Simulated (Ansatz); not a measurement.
A computed series for NaBr: pressure series

The reference is NaBr in the rock salt structure (space group Fm-3m, No. 225; a = 5.927 Å).

Cell and atoms are relaxed at each pressure.

The values are results of PBEsol (Ansatz, an electronic-structure program, PAW, scalar-relativistic without spin-orbit coupling), not measurements.

Candidates:
(a) pressure 1.8 GPa
(b) pressure 45 GPa
(c) pressure 4.2 GPa

Base values:

```
Quantity    Value
--------  -------
Band gap  4.07 eV
```

### Question
Order them by band gap, highest first.

### Answer
(b) pressure 45 GPa (5.18 eV), (c) pressure 4.2 GPa (4.52 eV), (a) pressure 1.8 GPa (4.28 eV)

Load acts through the strain it causes; cell and atoms are relaxed under it. No phonon test of stability was made. No other phases were tried under pressure.
